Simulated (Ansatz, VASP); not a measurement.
## One calculation of Al2Au, two programs

Contents of INCAR:

```
SYSTEM = Al2Au
ALGO     = Normal         ! electronic algorithm
EDIFF    = 1E-6           ! SCF threshold, eV
EDIFFG   = -0.01          ! ionic threshold
ENCUT    = 600            ! plane-wave cutoff, eV
GGA      = PE             ! functional
IBRION   = 2              ! ionic algorithm
ISIF     = 3              ! what is computed and relaxed
ISMEAR   = -1             ! smearing method
LASPH    = .True.         ! aspherical terms in the spheres
LCHARG   = .False.        ! write CHGCAR
LREAL    = .False.        ! projectors in reciprocal space
LWAVE    = .False.        ! write WAVECAR
NELM     = 80             ! most SCF steps
NSW      = 60             ! ionic steps
PREC     = Accurate       ! precision mode
SIGMA    = 0.05           ! smearing width, eV
```

Contents of KPOINTS:

```
k-points
0
Gamma
  8 8 8
  0 0 0
```

The input POSCAR:

```
Al2Au
1.0
    0.0000000000      3.0000000000      3.0000000000
    3.0000000000      0.0000000000      3.0000000000
    3.0000000000      3.0000000000      0.0000000000
Au Al
1 2
Direct
    0.0000000000      0.0000000000      0.0000000000
    0.7500000000      0.7500000000      0.7500000000
    0.2500000000      0.2500000000      0.2500000000
```

Contents of input.yaml:

```yaml
crystal:
  lattice:
    - [0.0, 3.0, 3.0]
    - [3.0, 0.0, 3.0]
    - [3.0, 3.0, 0.0]
  atoms:
    - { symbol: Au, position: [0.0, 0.0, 0.0] }
    - { symbol: Al, position: [0.75, 0.75, 0.75] }
    - { symbol: Al, position: [0.25, 0.25, 0.25] }
hamiltonian:
  xc: pbe
  pseudopotentials: { kind: paw }
kpoints:
  mp_grid: { grid: [8, 8, 8] }
scf:
  occupations: { method: fermi_dirac, width: 0.05 }
output:
  forces: true
  stress: true
  eigenvalues: true
relax:
  f_tol: 0.01
  max_steps: 40
  cell: { stress_tol: 0.05 }
```

Alike in both runs: task relaxation of cell and atoms; functional PBE; k mesh 8 × 8 × 8; occupations fermi-dirac, width 0.05 eV; no spin polarisation.

```csv
,VASP,Ansatz
version,VASP 6.6.1,Ansatz 0.2.0
potentials or method,"VASP PAW PBE potentials, release 64 (Au, Al)",Ansatz PAW
plane-wave cutoff (eV),600,420
valence electrons in the cell,17,25
```

|  | VASP | Ansatz | Ansatz less VASP |
| --- | --- | --- | --- |
| gap on the k mesh at the Fermi level, each at its own relaxed structure (eV) | none | none | - |
| relaxed volume (Å³/atom) | 18.51 | 18.55 | +0.043 |
| relaxed cell length with the largest relative difference (Å) | 4.282 | 4.285 | +0.0033 |
| energy change over the relaxation (meV/atom) | -5 | -5 | -0.7 |

A gap of «none» marks a metal or a gap that the smearing closes. The two sets of potentials don't hold the same shells in valence.

Caveats: the plane-wave basis is chosen anew once the cell has moved, so the energies of steps on either side of that aren't comparable (Ansatz). The runs have no spin-orbit coupling, so splittings on Au are missing. PBE usually gives volumes a little too large and moduli too small. Zero-point motion and thermal expansion aren't in these numbers.
